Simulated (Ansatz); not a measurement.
NbC, DFT, PBEsol, all-electron PAW with datasets made for the crystal, scalar-relativistic (Ansatz 0.2.0), run on 1 thread of AMD EPYC 9R45 96-Core Processor (Zen 5) on a shared host.

The cell comes from COD entry 1011323, which wasn't checked; take it as a given geometry. It is an old determination, and later ones may differ. The listed cell was then made from it by scaling, straining or moving an atom.

Command: `ansatz run input.yaml --threads 1 --pin off --max-ram 3072MiB --backend cpu --events-out ev --progress --plain --runs-dir out`

```yaml
crystal:
  lattice:
    - [0.0, 2.214569961, 2.214569961]
    - [2.214569961, 0.0, 2.214569961]
    - [2.214569961, 2.214569961, 0.0]
  atoms:
    - { symbol: Nb, position: [0.0, 0.0, 0.0] }
    - { symbol: C, position: [0.5, 0.5, 0.5] }
kpoints:
  mp_grid: { grid: [14, 14, 14] }
scf:
  occupations: { method: fermi_dirac, width: 0.05 }
hamiltonian:
  xc: pbesol
  pseudopotentials: { kind: all_electron, datasets: crystal }
output:
  forces: true
  stress: true
  eigenvalues: true
  efg: { contact_densities: true }
```

**Question.** How large is the problem that the program sets up?

**Answer.** 104 irreducible k-points, 283 plane waves at Γ, 15 bands.

**Question.** About how long does it take, and how much memory does it use?

**Answer.** 5.5 s of wall time for 9 SCF iterations, with a peak of 0.53 GiB. Times on shared machines scatter by tens of per cent.
